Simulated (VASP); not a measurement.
# W (Im-3m) in VASP: further runs

One crystal, W, is run at these levels: rev-vdW-DF2, RPBE; tasks: relaxation of cell and atoms.

Everything below comes from runs of VASP 6.6.1. Logs are shortened: lines on timing, memory, paths and dates and some standing lists are left out, and cuts for length are marked.

## 1. The crystal as given

Symmetry: Im-3m, No. 229, cubic system. Conventional cell: a = 3.171 Å, b = 3.171 Å, c = 3.171 Å, α = 90.00°, β = 90.00°, γ = 90.00°. Around W (site symmetry m-3m) lie 8 W at 2.75 Å.

## 2. Relaxation of cell and atoms, rev-vdW-DF2

Input file INCAR:

```
SYSTEM = W
AGGAC = 0.0
ALGO = Normal
EDIFF = 1E-7
EDIFFG = -0.005
ENCUT = 600
GGA = MK
IBRION = 2
ISIF = 3
ISMEAR = 1
LASPH = .TRUE.
LCHARG = .FALSE.
LREAL = .FALSE.
LUSE_VDW = .TRUE.
LWAVE = .FALSE.
NELM = 80
NSW = 90
PARAM1 = 0.1234
PARAM2 = 0.711357
PREC = Accurate
SIGMA = 0.1
ZAB_VDW = -1.8867
```

Input file KPOINTS:

```
k-points
0
G
  16 16 16
  0 0 0
```

Input file POSCAR:

```
W                                       
1.0
   -1.5853083837      1.5853083837      1.5853083837
    1.5853083837     -1.5853083837      1.5853083837
    1.5853083837      1.5853083837     -1.5853083837
  W             
     1
Direct
     0.0000000000000000    0.0000000000000000    0.0000000000000000
```

Potentials or basis: VASP PAW PBE potentials, release 64 (W_sv).

On the command line:

```bash
> cat potpaw_PBE.64/W_sv/POTCAR > POTCAR
> mpirun -np 1 vasp_std > vasp.out
```

OUTCAR:

```text
SYSTEM = W
   EDIFF = 1E-7
   EDIFFG = -0.005
   ENCUT = 600
   GGA = MK
   IBRION = 2
   ISIF = 3
   ISMEAR = 1
   LASPH = .TRUE.
   LREAL = .FALSE.
   NELM = 80
   NSW = 90
   PREC = Accurate

 ion  position               nearest neighbor table
   1  0.000  0.000  0.000-

  LATTYP: Found a body centered cubic cell.
 ALAT       =     3.1706167674

  Lattice vectors:

 A1 = (  -1.5853083837,   1.5853083837,   1.5853083837)
 A2 = (   1.5853083837,  -1.5853083837,   1.5853083837)
 A3 = (   1.5853083837,   1.5853083837,  -1.5853083837)

Analysis of symmetry for initial positions (statically):
=====================================================================
 Subroutine PRICEL returns:
 Original cell was already a primitive cell.

 Routine SETGRP: Setting up the symmetry group for a
 body centered cubic supercell.

 Subroutine GETGRP returns: Found 48 space group operations
 (whereof 48 operations were pure point group operations)
 out of a pool of 48 trial point group operations.

The static configuration has the point symmetry O_h .

Analysis of symmetry for dynamics (positions and initial velocities):
=====================================================================
 Subroutine PRICEL returns:
 Original cell was already a primitive cell.

 Routine SETGRP: Setting up the symmetry group for a
 body centered cubic supercell.

 Subroutine GETGRP returns: Found 48 space group operations
 (whereof 48 operations were pure point group operations)
 out of a pool of 48 trial point group operations.

The dynamic configuration has the point symmetry O_h .

 Subroutine INISYM returns: Found 48 space group operations
 (whereof 48 operations are pure point group operations),
 and found     1 'primitive' translations

----------------------------------------------------------------------------------------

                                     Primitive cell

  volume of cell :      15.9368

  direct lattice vectors                    reciprocal lattice vectors
    -1.585308384  1.585308384  1.585308384     0.000000000  0.315396049  0.315396049
     1.585308384 -1.585308384  1.585308384     0.315396049  0.000000000  0.315396049
     1.585308384  1.585308384 -1.585308384     0.315396049  0.315396049  0.000000000

  length of vectors
     2.745834666  2.745834666  2.745834666     0.446037369  0.446037369  0.446037369

  position of ions in fractional coordinates (direct lattice)
     0.000000000  0.000000000  0.000000000

  ion indices of the primitive-cell ions
   primitive index   ion index
                 1           1

----------------------------------------------------------------------------------------

 KPOINTS: k-points

Automatic generation of k-mesh.
 Grid dimensions read from file:
 generate k-points for:   16   16   16

 Generating k-lattice:

  Cartesian coordinates                     Fractional coordinates (reciprocal lattice)
     0.000000000  0.019712253  0.019712253     0.062500000  0.000000000  0.000000000
     0.019712253  0.000000000  0.019712253     0.000000000  0.062500000  0.000000000
     0.019712253  0.019712253  0.000000000     0.000000000  0.000000000  0.062500000

  Length of vectors
     0.027877336  0.027877336  0.027877336

  Shift w.r.t. Gamma in fractional coordinates (k-lattice)
     0.000000000  0.000000000  0.000000000

 Subroutine IBZKPT returns following result:
 ===========================================

 Found    145 irreducible k-points:

 Following reciprocal coordinates:
            Coordinates               Weight
  0.000000  0.000000  0.000000      1.000000
  0.062500  0.000000  0.000000     12.000000
  0.125000  0.000000  0.000000     12.000000
  0.187500  0.000000  0.000000     12.000000
  0.250000  0.000000  0.000000     12.000000
  0.312500  0.000000  0.000000     12.000000
[... 16 lines left out ...]
  0.187500  0.187500  0.000000     24.000000
  0.250000  0.187500  0.000000     48.000000
 [... further k-points ...]
   k-points           NKPTS =    145   k-points in BZ     NKDIM =    145   number of bands    NBANDS=     11
   number of dos      NEDOS =    301   number of ions     NIONS =      1
   total plane-waves  NPLWV =  13824
   dimension x,y,z NGX =    24 NGY =   24 NGZ =   24
   dimension x,y,z NGXF=    48 NGYF=   48 NGZF=   48
   ions per type =               1
   NGX,Y,Z   is equivalent  to a cutoff of  14.53, 14.53, 14.53 a.u.
   NGXF,Y,Z  is equivalent  to a cutoff of  29.06, 29.06, 29.06 a.u.
 SYSTEM =  W
   PREC   = accura    normal or accurate (medium, high low for compatibility)
   ISTART =      0    job   : 0-new  1-cont  2-samecut
   ICHARG =      2    charge: 1-file 2-atom 10-const
   ISPIN  =      1    spin polarized calculation?
   LNONCOLLINEAR =      F non collinear calculations
   LSORBIT =      F    spin-orbit coupling
   LASPH  =      T    aspherical Exc in radial PAW
   ENCUT  =  600.0 eV  44.10 Ry    6.64 a.u.   5.48  5.48  5.48*2*pi/ulx,y,z
   NELM   =     80;   NELMIN=  2; NELMDL= -5     # of ELM steps
   EDIFF  = 0.1E-06   stopping-criterion for ELM
   LREAL  =      F    real-space projection
   EDIFFG = -.5E-02   stopping-criterion for IOM
   NSW    =     90    number of steps for IOM
   IBRION =      2    ionic relax: 0-MD 1-quasi-New 2-CG
   NFREE  =      1    steps in history (QN), initial steepest desc. (CG)
   ISIF   =      3    stress and relaxation
   ISYM   =      2    0-nonsym 1-usesym 2-fastsym
   POTIM  = 0.5000    time-step for ionic-motion
   TEBEG  =    0.0;   TEEND  =   0.0 temperature during run
   PSTRESS=    0.0 pullay stress
   NELECT =      14.0000    total number of electrons
   NUPDOWN=      -1.0000    fix difference up-down
   EMIN   =  10.00;   EMAX   =-10.00  energy-range for DOS
   EFERMI =   0.00;   METHOD = LEGACY
   ISMEAR =     1;   SIGMA  =   0.10  broadening in eV -4-tet -1-fermi 0-gaus
   EFERMI_NEDOS =   21; number of points for ismear=-14 and -15
   IALGO  =     38    algorithm
   IMIX   =      4    mixing-type and parameters
     AMIX     =   0.40;   BMIX     =  1.00
     AMIX_MAG =   1.60;   BMIX_MAG =  1.00
  volume/ion in A,a.u.               =      15.94       107.55
  Fermi-wavevector in a.u.,A,eV,Ry     =   1.567895  2.962893 33.447148  2.458296
  Thomas-Fermi vector in A             =   2.670007
   LORBIT       =      0    0 simple, 1 ext, 2 COOP (PROOUT), +10 PAW based schemes
   GGA     = MK    functional components
   LHFCALC =     F    Hartree Fock is set to
   AEXX    =    0.0000 exact exchange contribution
   IVDW_NL    =     1    kernel type
   BPARAM     = 6.3000
   IVDW    =     0    specifies the selected vdW correction
   LEPSILON=     F    determine dielectric tensor
   LRPA    =     F    only Hartree local field effects (RPA)
 conjugate gradient relaxation of ions
 non-spin polarized calculation
 Methfessel and Paxton  Order N= 1 SIGMA  =   0.10
  energy-cutoff  :      600.00
  volume of cell :       15.94
 maximum number of plane-waves:       555
 NGX is ok and might be reduce to    24
   NGX = 11   NGY = 11   NGZ = 11

 number of electron      14.0000002 magnetization

 Free energy of the ion-electron system (eV)
  ---------------------------------------------------
  ext. energy  EPLUGINS =         0.00000000
  ---------------------------------------------------
  free energy    TOTEN  =       -10.34040088 eV

  energy without entropy =      -10.33975853  energy(sigma->0) =      -10.34018676

 E-fermi :  11.2919     XC(G=0): -13.6491

 val. band max:       11.2884715801   @ k =  -0.3125   0.3125   0.1875
 cond. band min:      11.3011066792   @ k =   0.0625   0.0625   0.0625
 fundamental gap:      0.0126350990
 Fermi energy:        11.2919210777

 k-point     1 :       0.0000    0.0000    0.0000
  band No.  band energies     occupation
      1     -62.9407      2.00000
      2     -26.5011      2.00000
      3     -26.5011      2.00000
      4     -26.5011      2.00000
      5       1.6803      2.00000
      6      10.0150      2.00000
      7      10.0150      2.00000
      8      10.0150      2.00000
      9      13.4816      0.00000
     10      13.4816      0.00000
     11      25.8363      0.00000

 k-point     2 :       0.0625    0.0000    0.0000
  band No.  band energies     occupation
      1     -62.9358      2.00000
      2     -26.5533      2.00000
      3     -26.5174      2.00000
      4     -26.5014      2.00000
      5       1.8686      2.00000
      6       9.9013      2.00000
      7       9.9897      2.00000
      8      10.1963      2.00000
      9      13.3012      0.00000
     10      13.4828      0.00000
     11      25.9960      0.00000

 k-point     3 :       0.1250    0.0000    0.0000
  band No.  band energies     occupation
      1     -62.9217      2.00000
      2     -26.6998      2.00000
      3     -26.5635      2.00000
      4     -26.5021      2.00000
      5       2.4068      2.00000
      6       9.5936      2.00000
      7       9.8736      2.00000
      8      10.7329      2.00000
      9      12.9487     -0.00000
     10      13.4978      0.00000
     11      26.3711      0.00000
[... 267 lines left out ...]
 k-point    23 :       0.1875    0.1875    0.0000
  band No.  band energies     occupation
      1     -62.8445      2.00000
      2     -27.3715      2.00000
      3     -26.8094      2.00000
      4     -26.5938      2.00000
      5       5.3685      2.00000
      6       8.4131      2.00000
      7       8.7695      2.00000
      8      12.5373     -0.00000
      9      14.2205      0.00000
     10      14.9428      0.00000
     11      25.1681      0.00000

 k-point    24 :       0.2500    0.1875    0.0000
  band No.  band energies     occupation
      1     -62.8248      2.00000
      2     -27.4976      2.00000
      3     -26.9159      2.00000
      4     -26.6106      2.00000
      5       5.9469      2.00000
      6       8.1482      2.00000
      7       8.9574      2.00000
      8      12.7978     -0.00000
      9      14.3116      0.00000
     10      16.5165      0.00000
     11      23.6787      0.00000

 [... further k-points ...]

------------------------ aborting loop because EDIFF is reached ----------------------------------------

  FORCE on cell =-STRESS in cart. coord.  units (eV):
  Direction    XX          YY          ZZ          XY          YZ          ZX
  --------------------------------------------------------------------------------------
  -------------------------------------------------------------------------------------
  Total       -0.0007681     -0.0007681     -0.0007681     -0.0000000     -0.0000000      0.0000000
  in kB       -0.0772196     -0.0772196     -0.0772196     -0.0000000     -0.0000000      0.0000000
  external PRESSURE =      -0.0772196 kB  Pullay stress =       0.0000000 kB

 VOLUME and BASIS-vectors are now :
 -----------------------------------------------------------------------------
  energy-cutoff  :      600.00
  volume of cell :       15.94
      direct lattice vectors                 reciprocal lattice vectors
    -1.585308384  1.585308384  1.585308384     0.000000000  0.315396049  0.315396049
     1.585308384 -1.585308384  1.585308384     0.315396049  0.000000000  0.315396049
     1.585308384  1.585308384 -1.585308384     0.315396049  0.315396049  0.000000000

 POSITION                                       TOTAL-FORCE (eV/Angst)
 -----------------------------------------------------------------------------------
      0.00000      0.00000      0.00000        -0.000000      0.000000     -0.000000
 -----------------------------------------------------------------------------------
    total drift:                                0.000000      0.000000     -0.000000

  FREE ENERGIE OF THE ION-ELECTRON SYSTEM (eV)
  ---------------------------------------------------
  free  energy   TOTEN  =       -10.3404008778 eV

  energy  without entropy=      -10.3397585307  energy(sigma->0) =      -10.34018676

Total vdW correction in eV:      1.5232770

 reached required accuracy - stopping structural energy minimisation
```

Wall time 16 s (1 thread of Intel Xeon 6975P-C (Granite Rapids), shared host); peak memory 0.28 GiB.

What came out:

```yaml
Free_energy: -10.3404 eV
Pressure_after_relaxing: 0.0 GPa
Band_gap_on_the_k_mesh: none (metal or under the smearing width)
```

Final structure:
```xyz
1
Lattice="-1.5853 1.5853 1.5853 1.5853 -1.5853 1.5853 1.5853 1.5853 -1.5853" Properties=species:S:1:pos:R:3 pbc="T T T"
W     0.0000    0.0000    0.0000
```

Caveat: the relaxation stopped at its first step, so nothing moved; the PAW data sets were made with another functional, which shifts forces and pressure a little. Spin-orbit coupling is left out, which matters for the levels of W.

## 3. Relaxation of cell and atoms, RPBE

This run uses another cell than the first one, of 15.85 Å³/atom, 0.994 times its volume.

Input file INCAR:

```
SYSTEM = W
PREC     = Accurate       ! precision mode
ENCUT    = 600            ! plane-wave cutoff, eV
EDIFF    = 1E-6           ! SCF threshold, eV
ISMEAR   = 1              ! smearing method
SIGMA    = 0.1            ! smearing width, eV
LREAL    = .FALSE.        ! projectors in reciprocal space
LASPH    = .TRUE.         ! aspherical terms in the spheres
NELM     = 80             ! most SCF steps
ALGO     = Normal         ! electronic algorithm
ISIF     = 3              ! what is computed and relaxed
LWAVE    = .FALSE.        ! write WAVECAR
LCHARG   = .FALSE.        ! write CHGCAR
GGA      = RP             ! functional
IBRION   = 2              ! ionic algorithm
NSW      = 90             ! ionic steps
EDIFFG   = -0.01          ! ionic threshold
```

Input file KPOINTS:

```
Automatic mesh
0
G
  16 16 16
  0 0 0
```

Input file POSCAR:

```
W
1.0
   -1.5823450000      1.5823450000      1.5823450000
    1.5823450000     -1.5823450000      1.5823450000
    1.5823450000      1.5823450000     -1.5823450000
W
1
Direct
    0.0000000000      0.0000000000      0.0000000000
```

Potentials or basis: VASP PAW PBE potentials, release 64 (W_sv).

On the command line:

```bash
> cat potpaw_PBE.64/W_sv/POTCAR > POTCAR
> mpirun -np 1 vasp_std > vasp.out
```

Wall time 42 s (1 thread of AMD EPYC 9R45 (Zen 5), shared host); peak memory 0.13 GiB.

The run converged. Its results:

```
Free energy                            : -12.4052 eV
Relaxed volume                         : 16.35 Å³/atom
Relaxed cell                           : a = 2.770 Å, b = 2.770 Å, c = 2.770 Å, α = 109.47°, β = 109.47°, γ = 109.47°
Space group after relaxing (to 0.05 Å) : Im-3m (No. 229)
Energy gained by relaxing              : 14.9 meV/atom
Ionic steps                            : 4
Pressure after relaxing                : 0.0 GPa
Band gap on the k mesh                 : none (metal or under the smearing width)
```

The path:
```tsv
step	energy change (eV)	largest force (eV/Å)	pressure (GPa)	volume (Å³)
1	0.0000	0.0000	9.71	15.85
2	0.1351	0.0000	-24.47	18.15
3	-0.0148	0.0000	-0.42	16.38
4	-0.0149	0.0000	-0.03	16.35
```

Final structure:
```xyz
1
Lattice="-1.5990 1.5990 1.5990 1.5990 -1.5990 1.5990 1.5990 1.5990 -1.5990" Properties=species:S:1:pos:R:3 pbc="T T T"
W     0.0000    0.0000    0.0000
```

Levels at points of the mesh, in eV from the Fermi level:
```csv
k point,band 5,band 6,band 7,band 8,band 9,band 10
"(0.00, 0.00, 0.00)",-9.50,-1.21,-1.21,-1.21,2.17,2.17
"(0.50, 0.00, 0.00)",-6.11,-3.45,0.51,2.05,2.99,5.84
"(0.50, 0.50, 0.50)",-5.62,-5.62,4.91,4.91,4.91,7.94
```

Caveat: the PAW data sets were made with another functional, which shifts forces and pressure a little. Spin-orbit coupling is left out, which matters for the levels of W.

## 4. Relaxation of cell and atoms, RPBE

This run uses another cell than the first one, of 16.35 Å³/atom, 1.026 times its volume.

Changes to INCAR since step 3:

```diff
@@ -3,3 +3,3 @@
 ENCUT    = 600            ! plane-wave cutoff, eV
-EDIFF    = 1E-6           ! SCF threshold, eV
+EDIFF    = 1E-7           ! SCF threshold, eV
 ISMEAR   = 1              ! smearing method
@@ -16,2 +16,2 @@
 NSW      = 90             ! ionic steps
-EDIFFG   = -0.01          ! ionic threshold
+EDIFFG   = -0.005         ! ionic threshold
```

KPOINTS is that of step 3.

Input file POSCAR:

```
W                                       
1.0
   -1.5990475845      1.5990475845      1.5990475845
    1.5990475845     -1.5990475845      1.5990475845
    1.5990475845      1.5990475845     -1.5990475845
  W             
     1
Direct
     0.0000000000000000    0.0000000000000000    0.0000000000000000
```

On the command line:

```bash
> cat potpaw_PBE.64/W_sv/POTCAR > POTCAR
> mpirun -np 1 vasp_std > vasp.out
```

It took 15 s on 1 thread of AMD EPYC 9R45 (Zen 5), shared host; peak memory 0.13 GiB.

Results (log left out):

```yaml
Free_energy: -12.4053 eV
Pressure_after_relaxing: 0.0 GPa
Band_gap_on_the_k_mesh: none (metal or under the smearing width)
```

Final structure:
```cif
data_structure
_symmetry_space_group_name_H-M 'P 1'
_symmetry_Int_Tables_number 1
_cell_length_a 2.7696
_cell_length_b 2.7696
_cell_length_c 2.7696
_cell_angle_alpha 109.471
_cell_angle_beta 109.471
_cell_angle_gamma 109.471
_cell_volume 16.35
loop_
_atom_site_label
_atom_site_type_symbol
_atom_site_fract_x
_atom_site_fract_y
_atom_site_fract_z
_atom_site_occupancy
W1 W 0.00000 0.00000 0.00000 1
```

Levels at points of the mesh, in eV from the Fermi level:
```csv
k point,band 3,band 4,band 5,band 6,band 7,band 8,band 9,band 10,band 11
"(0.00, 0.00, 0.00)",-37.89,-37.89,-9.50,-1.21,-1.21,-1.21,2.17,2.17,14.38
"(0.50, 0.00, 0.00)",-38.27,-37.90,-6.11,-3.45,0.51,2.05,2.99,5.84,10.56
"(0.50, 0.50, 0.50)",-38.71,-38.71,-5.62,-5.62,4.91,4.91,4.91,7.94,7.94
```

Caveat: the relaxation stopped at its first step, so nothing moved; the PAW data sets were made with another functional, which shifts forces and pressure a little.
